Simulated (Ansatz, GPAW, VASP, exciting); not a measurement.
**PbSe: 4 runs at one level of theory**

```
Pb Se
1.0
     0.00000    3.06065    3.06065
     3.06065    0.00000    3.06065
     3.06065    3.06065    0.00000
Pb Se
1 1
Direct
  0.00000 0.00000 0.00000
  0.50000 0.50000 0.50000
```

Alike in all runs: task single point; functional PBE; k mesh 8 × 8 × 8; occupations gaussian, width 0.011 eV; no spin polarisation; no spin-orbit coupling. Pressure is positive in compression and, in plane waves, holds the error of the finite cutoff.

| program and potentials | plane-wave cutoff (eV) | notes | band gap (eV) | pressure (GPa) |
| --- | --- | --- | --- | --- |
| exciting, all-electron LAPW+lo, shipped species files, valence relativity iora* | - | - | 0.29 | - |
| VASP, PBE PAW files Pb_d, Se, 520 eV | 520 | - | 0.29 | 2.41 |
| GPAW, GPAW PAW data sets (gpaw-data 1.2.1) | 600 | - | 0.24 | 2.22 |
| Ansatz, all-electron LAPW, scalar-relativistic | - | - | 0.28 | 2.43 |

The band gap spans 0.24 (GPAW, GPAW PAW data sets (gpaw-data 1.2.1)) to 0.29 eV (VASP, PBE PAW files Pb_d, Se, 520 eV), with all-electron results at 0.28 to 0.29. The pressure spans 2.22 (GPAW, GPAW PAW data sets (gpaw-data 1.2.1)) to 2.43 GPa (Ansatz, all-electron LAPW, scalar-relativistic), with all-electron results at 2.43. Spin-orbit coupling, left out here, moves the band edges of heavy atoms.

Differences between rows come from potentials, basis sets and numerical settings, since the functional is the same but for its coding. Runs on potential files found faulty are left out.

The unmarked runs agree on a narrow-gap semiconductor, with GPAW lowest in both gap and pressure, probably because of its PAW data set. In rock-salt PbSe the gap is direct at L: the valence-band top is Se 4p pushed up by antibonding admixture of Pb 6s, while the conduction-band bottom is mainly Pb 6p. That s–p repulsion explains why the gap lies at L rather than at the zone centre.

The closeness of these gaps to the small measured one is largely a cancellation of errors. Spin-orbit coupling would lower the Pb 6p conduction edge and close most of the gap or even invert it, exposing the usual semilocal underestimate. The agreement between codes therefore supports the consistency of the scalar-relativistic PBE result, not its predictive accuracy.

The positive pressures show that the cell is smaller than PBE prefers, in line with the functional's tendency to underbind such solids. Since the gap of lead chalcogenides shrinks under compression, relaxing the volume would probably widen it.
